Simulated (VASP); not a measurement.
# KCl (Fm-3m) in VASP: further runs, part 2 of 2

VASP 6.6.1. Earlier steps stand in the parts before.

### 5 Relaxation of cell and atoms, PBEsol, target pressure 1.2 GPa, at which the enthalpy is minimised

This run uses another cell than the first one, of 28.07 Å³/atom, 0.901 times its volume.

INCAR reads:

```
SYSTEM = KCl
ALGO = Normal ; EDIFF = 1E-7
EDIFFG = -0.15 ; ENCUT = 520
GGA = PS ; IBRION = 2
ISIF = 3 ; ISMEAR = 0
LASPH = .True. ; LCHARG = .False.
LREAL = .False. ; LWAVE = .False.
NELM = 60 ; NSW = 80
PREC = Accurate ; PSTRESS = 12.0
SIGMA = 0.1
```

KPOINTS reads:

```
k-points
0
Gamma
  12 12 12
  0 0 0
```

POSCAR reads:

```
KCl                                     
1.0
    0.0000000000      3.0392394252      3.0392394252
    3.0392394252      0.0000000000      3.0392394252
    3.0392394252      3.0392394252      0.0000000000
  K               Cl            
     1     1
Direct
     0.0000000000000000    0.0000000000000000    0.0000000000000000
     0.5000000000000000    0.5000000000000000    0.5000000000000000
```

Potentials or basis: VASP PAW PBE potentials, release 64 (K_sv, Cl).

Started as:

```console
$ cat potpaw_PBE.64/K_sv/POTCAR potpaw_PBE.64/Cl/POTCAR > POTCAR
$ mpirun -np 1 vasp_std > vasp.out
```

OUTCAR:

```text
SYSTEM = KCl
   EDIFF = 1E-7
   EDIFFG = -0.15
   ENCUT = 520
   GGA = PS
   IBRION = 2
   ISIF = 3
   ISMEAR = 0
   LASPH = .True.
   LREAL = .False.
   NELM = 60
   NSW = 80
   PREC = Accurate
   PSTRESS = 12.0

 ion  position               nearest neighbor table
   1  0.000  0.000  0.000-   2 3.04   2 3.04   2 3.04   2 3.04   2 3.04   2 3.04
   2  0.500  0.500  0.500-   1 3.04   1 3.04   1 3.04   1 3.04   1 3.04   1 3.04

  LATTYP: Found a face centered cubic cell.
 ALAT       =     6.0784788504

  Lattice vectors:

 A1 = (   0.0000000000,   3.0392394252,   3.0392394252)
 A2 = (   3.0392394252,   0.0000000000,   3.0392394252)
 A3 = (   3.0392394252,   3.0392394252,   0.0000000000)

Analysis of symmetry for initial positions (statically):
=====================================================================
 Subroutine PRICEL returns:
 Original cell was already a primitive cell.

 Routine SETGRP: Setting up the symmetry group for a
 face centered cubic supercell.

 Subroutine GETGRP returns: Found 48 space group operations
 (whereof 48 operations were pure point group operations)
 out of a pool of 48 trial point group operations.

The static configuration has the point symmetry O_h .

Analysis of symmetry for dynamics (positions and initial velocities):
=====================================================================
 Subroutine PRICEL returns:
 Original cell was already a primitive cell.

 Routine SETGRP: Setting up the symmetry group for a
 face centered cubic supercell.

 Subroutine GETGRP returns: Found 48 space group operations
 (whereof 48 operations were pure point group operations)
 out of a pool of 48 trial point group operations.

The dynamic configuration has the point symmetry O_h .

 Subroutine INISYM returns: Found 48 space group operations
 (whereof 48 operations are pure point group operations),
 and found     1 'primitive' translations

----------------------------------------------------------------------------------------

                                     Primitive cell

  volume of cell :      56.1468

  direct lattice vectors                    reciprocal lattice vectors
     0.000000000  3.039239425  3.039239425    -0.164514844  0.164514844  0.164514844
     3.039239425  0.000000000  3.039239425     0.164514844 -0.164514844  0.164514844
     3.039239425  3.039239425  0.000000000     0.164514844  0.164514844 -0.164514844

  length of vectors
     4.298133614  4.298133614  4.298133614     0.284948068  0.284948068  0.284948068

  position of ions in fractional coordinates (direct lattice)
     0.000000000  0.000000000  0.000000000
     0.500000000  0.500000000  0.500000000

  ion indices of the primitive-cell ions
   primitive index   ion index
                 1           1
                 2           2

----------------------------------------------------------------------------------------

 KPOINTS: k-points

Automatic generation of k-mesh.
 Grid dimensions read from file:
 generate k-points for:   12   12   12

 Generating k-lattice:

  Cartesian coordinates                     Fractional coordinates (reciprocal lattice)
[... 44 lines left out ...]
   total plane-waves  NPLWV =  32768
   dimension x,y,z NGX =    32 NGY =   32 NGZ =   32
   dimension x,y,z NGXF=    64 NGYF=   64 NGZF=   64
   ions per type =               1   1
   NGX,Y,Z   is equivalent  to a cutoff of  12.38, 12.38, 12.38 a.u.
   NGXF,Y,Z  is equivalent  to a cutoff of  24.75, 24.75, 24.75 a.u.
 SYSTEM =  KCl
   PREC   = accura    normal or accurate (medium, high low for compatibility)
   ISTART =      0    job   : 0-new  1-cont  2-samecut
   ICHARG =      2    charge: 1-file 2-atom 10-const
   ISPIN  =      1    spin polarized calculation?
   LNONCOLLINEAR =      F non collinear calculations
   LSORBIT =      F    spin-orbit coupling
   LASPH  =      T    aspherical Exc in radial PAW
   ENCUT  =  520.0 eV  38.22 Ry    6.18 a.u.   7.99  7.99  7.99*2*pi/ulx,y,z
   NELM   =     60;   NELMIN=  2; NELMDL= -5     # of ELM steps
   EDIFF  = 0.1E-06   stopping-criterion for ELM
   LREAL  =      F    real-space projection
   EDIFFG = -.1E+00   stopping-criterion for IOM
   NSW    =     80    number of steps for IOM
   IBRION =      2    ionic relax: 0-MD 1-quasi-New 2-CG
   NFREE  =      1    steps in history (QN), initial steepest desc. (CG)
   ISIF   =      3    stress and relaxation
   ISYM   =      2    0-nonsym 1-usesym 2-fastsym
   POTIM  = 0.5000    time-step for ionic-motion
   TEBEG  =    0.0;   TEEND  =   0.0 temperature during run
   PSTRESS=   12.0 pullay stress
   NELECT =      16.0000    total number of electrons
   NUPDOWN=      -1.0000    fix difference up-down
   EMIN   =  10.00;   EMAX   =-10.00  energy-range for DOS
   EFERMI =   0.00;   METHOD = LEGACY
   ISMEAR =     0;   SIGMA  =   0.10  broadening in eV -4-tet -1-fermi 0-gaus
   EFERMI_NEDOS =   21; number of points for ismear=-14 and -15
   IALGO  =     38    algorithm
   IMIX   =      4    mixing-type and parameters
     AMIX     =   0.40;   BMIX     =  1.00
     AMIX_MAG =   1.60;   BMIX_MAG =  1.00
  volume/ion in A,a.u.               =      28.07       189.45
  Fermi-wavevector in a.u.,A,eV,Ry     =   1.077308  2.035817 15.790822  1.160593
  Thomas-Fermi vector in A             =   2.213216
   LORBIT       =      0    0 simple, 1 ext, 2 COOP (PROOUT), +10 PAW based schemes
   GGA     = PS    functional components
   LHFCALC =     F    Hartree Fock is set to
   AEXX    =    0.0000 exact exchange contribution
   IVDW    =     0    specifies the selected vdW correction
   LEPSILON=     F    determine dielectric tensor
   LRPA    =     F    only Hartree local field effects (RPA)
 conjugate gradient relaxation of ions
 non-spin polarized calculation
 Gauss-broadening in eV      SIGMA  =   0.10
  energy-cutoff  :      520.00
  volume of cell :       56.15
 maximum number of plane-waves:      1540
   NGX = 15   NGY = 15   NGZ = 15

 number of electron      16.0000001 magnetization

 Free energy of the ion-electron system (eV)
  ---------------------------------------------------
  ext. energy  EPLUGINS =         0.00000000
  ---------------------------------------------------
  free energy    TOTEN  =        -6.99548452 eV

  energy without entropy =       -6.99548452  energy(sigma->0) =       -6.99548452

 E-fermi :  -0.9907     XC(G=0):  -8.1791

 val. band max:       -1.4611834406   @ k =   0.0000   0.0000   0.0000
 cond. band min:       3.9120368693   @ k =   0.0000   0.0000   0.0000
 fundamental gap:      5.3732203100
 Fermi energy:        -0.9906973138

 k-point     1 :       0.0000    0.0000    0.0000
  band No.  band energies     occupation
      1     -28.2696      2.00000
      2     -13.6846      2.00000
      3     -11.7984      2.00000
      4     -11.7984      2.00000
      5     -11.7984      2.00000
      6      -1.4612      2.00000
      7      -1.4612      2.00000
      8      -1.4612      2.00000
      9       3.9120      0.00000
     10       6.8500      0.00000
     11       6.8500      0.00000
     12       6.8500      0.00000
[... 331 lines left out ...]
 k-point    24 :      -0.4167    0.1667    0.0000
  band No.  band energies     occupation
      1     -28.2488      2.00000
      2     -13.8513      2.00000
      3     -11.8658      2.00000
      4     -11.8210      2.00000
      5     -11.5656      2.00000
      6      -2.5807      2.00000
      7      -1.9260      2.00000
      8      -1.8837      2.00000
      9       6.3962      0.00000
     10       7.1909      0.00000
     11       8.9837      0.00000
     12       9.1861      0.00000

 [... further k-points ...]

------------------------ aborting loop because EDIFF is reached ----------------------------------------

  FORCE on cell =-STRESS in cart. coord.  units (eV):
  Direction    XX          YY          ZZ          XY          YZ          ZX
  --------------------------------------------------------------------------------------
  -------------------------------------------------------------------------------------
  Total        0.6645995      0.6645995      0.6645995     -0.0000000     -0.0000000      0.0000000
  in kB       18.9646939     18.9646939     18.9646939     -0.0000000     -0.0000000      0.0000000
  external PRESSURE =       6.9646939 kB  Pullay stress =      12.0000000 kB

 VOLUME and BASIS-vectors are now :
 -----------------------------------------------------------------------------
  energy-cutoff  :      520.00
  volume of cell :       56.15
      direct lattice vectors                 reciprocal lattice vectors
     0.000000000  3.039239425  3.039239425    -0.164514844  0.164514844  0.164514844
     3.039239425  0.000000000  3.039239425     0.164514844 -0.164514844  0.164514844
     3.039239425  3.039239425  0.000000000     0.164514844  0.164514844 -0.164514844

 POSITION                                       TOTAL-FORCE (eV/Angst)
 -----------------------------------------------------------------------------------
      0.00000      0.00000      0.00000        -0.000000      0.000000      0.000000
      3.03924      3.03924      3.03924         0.000000     -0.000000     -0.000000
 -----------------------------------------------------------------------------------
    total drift:                                0.000000     -0.000000     -0.000000

  FREE ENERGIE OF THE ION-ELECTRON SYSTEM (eV)
  ---------------------------------------------------
  free  energy   TOTEN  =        -6.9954845204 eV

  energy  without entropy=       -6.9954845204  energy(sigma->0) =       -6.99548452

  enthalpy is  TOTEN    =        -6.5749560513 eV   P V=        0.4205284691

 reached required accuracy - stopping structural energy minimisation
```

OSZICAR:

```text
N       E                     dE             d eps       ncg     rms          rms(c)
DAV:   1     0.108023701437E+03    0.10802E+03   -0.74513E+03  1728   0.121E+03
DAV:   2    -0.106163791265E+01   -0.10909E+03   -0.10097E+03  2244   0.283E+02
DAV:   3    -0.702360272529E+01   -0.59620E+01   -0.59321E+01  2228   0.621E+01
DAV:   4    -0.722509959200E+01   -0.20150E+00   -0.20130E+00  2996   0.104E+01
DAV:   5    -0.722637695605E+01   -0.12774E-02   -0.12773E-02  2224   0.899E-01    0.389E+00
DAV:   6    -0.699825610296E+01    0.22812E+00   -0.43428E-01  2088   0.404E+00    0.316E+00
DAV:   7    -0.698592745194E+01    0.12329E-01   -0.10824E-01  2260   0.217E+00    0.175E+00
DAV:   8    -0.699462345321E+01   -0.86960E-02   -0.16412E-02  2400   0.116E+00    0.196E-01
DAV:   9    -0.699498227582E+01   -0.35882E-03   -0.71760E-04  2344   0.182E-01    0.915E-02
DAV:  10    -0.699547290033E+01   -0.49062E-03   -0.47278E-04  2060   0.172E-01    0.145E-02
DAV:  11    -0.699548185766E+01   -0.89573E-05   -0.12787E-05  2356   0.279E-02    0.990E-03
DAV:  12    -0.699548455129E+01   -0.26936E-05   -0.48755E-06  2164   0.166E-02    0.377E-03
DAV:  13    -0.699548452036E+01    0.30933E-07   -0.48007E-07  2248   0.583E-03
   1 F= -.65749561E+01 E0= -.65749561E+01  d E =-.657496E+01
```

CONTCAR:

```text
KCl
   1.00000000000000
     0.0000000000000000    3.0392394251999999    3.0392394251999999
     3.0392394251999999    0.0000000000000000    3.0392394251999999
     3.0392394251999999    3.0392394251999999    0.0000000000000000
  K               Cl
     1     1
Direct
     0.0000000000000000    0.0000000000000000    0.0000000000000000
     0.5000000000000000    0.5000000000000000    0.5000000000000000

  0.00000000E+00  0.00000000E+00  0.00000000E+00
  0.00000000E+00  0.00000000E+00  0.00000000E+00
```

Wall time 26 s (1 thread of Intel Xeon Platinum 8259CL at 2.50GHz (Skylake/Cascade Lake), shared host); peak memory 0.2 GiB.

Results:

```
Free energy             : -6.9955 eV
Pressure after relaxing : 1.9 GPa
Band gap on the k mesh  : 5.37 eV, direct
```

Final structure:
```
CELL_PARAMETERS angstrom
0.00000 3.03924 3.03924
3.03924 0.00000 3.03924
3.03924 3.03924 0.00000
ATOMIC_POSITIONS crystal
K 0.00000 0.00000 0.00000
Cl 0.50000 0.50000 0.50000
```

Caveat: the relaxation stopped at its first step, so nothing moved; the cell is relaxed towards a set pressure, so the enthalpy falls and the energy may rise; the PAW data sets were made with another functional, which shifts forces and pressure a little.
